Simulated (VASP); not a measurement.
KI: single point with r2SCAN

The system is KI.

```xyz
2
Lattice="0.0000 3.5246 3.7008 3.5246 0.0000 3.7008 3.5246 3.5246 0.0000" Properties=species:S:1:pos:R:3 pbc="T T T"
K     0.0000    0.0000    0.0000
I     3.5246    3.5246    3.7008
```

The cell isn't the ideal one: strain +0.000 along x and y, +0.050 along z, atoms carried along.

```
Program                : VASP 6.6.1
Task                   : single point
Functional             : r2SCAN
Potentials or basis    : VASP PAW PBE potentials, release 64 (K_sv, I)
Cutoff                 : 520 eV
k mesh                 : 6 × 6 × 6
Occupations            : gaussian, width 0.05 eV
Spin                   : no spin polarisation
Dipole correction      : no
Further INCAR settings : ALGO = Normal; EDIFF = 1e-06; NBANDS = 15
```

```json
{
  "Pressure": "-0.3 GPa",
  "Band gap on the k mesh": "4.50 eV, direct"
}
```

Stress tensor (GPa, compression positive):
```
 0.07  0.00  0.00
 0.00  0.07  0.00
 0.00  0.00 -0.95
```

Levels at points of the mesh, in eV from the valence-band top:
| k point | band 5 | band 6 | band 7 | band 8 | band 9 | band 10 | band 11 | band 12 |
| --- | --- | --- | --- | --- | --- | --- | --- | --- |
| (0.00, 0.00, 0.00) | -10.76 | -0.01 | 0.00 | 0.00 | 4.50 | 6.88 | 7.16 | 7.16 |
| (0.50, 0.00, 0.00) | -10.51 | -1.23 | -0.32 | -0.30 | 5.97 | 8.19 | 8.52 | 8.87 |
| (0.50, 0.50, 0.00) | -10.63 | -0.98 | -0.31 | -0.31 | 5.47 | 6.41 | 8.72 | 9.08 |
| (0.50, 0.00, 0.50) | -10.61 | -0.94 | -0.41 | -0.34 | 5.42 | 6.40 | 8.82 | 9.28 |

Wall time 100 s on 1 thread of Intel(R) Xeon(R) Platinum 8559C (Emerald Rapids) (shared host), peak memory 0.27 GiB.

Caveat: the PAW data sets were made with another functional, which shifts forces and pressure a little; spin-orbit coupling is left out, which moves the levels of the heavy elements.
